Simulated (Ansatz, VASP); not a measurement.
# One calculation of Ta, two programs

```
Ta
1.0
    -1.49036    1.49036    1.89291
     1.49036   -1.49036    1.89291
     1.49036    1.49036   -1.89291
Ta
1
Direct
  0.00000 0.00000 0.00000
```

Alike in both runs: task single point; functional PBE; k mesh 20 × 20 × 20; occupations gaussian, width 0.15 eV; no spin polarisation.

```csv
,VASP,Ansatz
version,VASP 6.6.1,Ansatz 0.2.0
potentials or method,"VASP PAW PBE potentials, release 64 (Ta_pv)","scalar-relativistic, plane waves, PAW"
plane-wave cutoff (eV),520,420
valence electrons in the cell,11,13
```

Ansatz gave:

```
gap on the k mesh at the Fermi level (eV)       : none
pressure (GPa)                                  : 24.1
largest component of the traceless stress (GPa) : 13.03
```

Task: Which values does VASP return?

Result: gap on the k mesh at the Fermi level (eV): none; pressure (GPa): 24.3; largest component of the traceless stress (GPa): 13.03.

A gap of «none» marks a metal or a gap that the smearing closes. The functional is the same, so the differences come from potentials, cutoffs and numerics. The two sets of potentials don't hold the same shells in valence.

Caveats: so large a pressure means that the cell lies far from this level's equilibrium, or that cutoff or potentials fall short (VASP). The runs have no spin-orbit coupling, so splittings on Ta are missing.
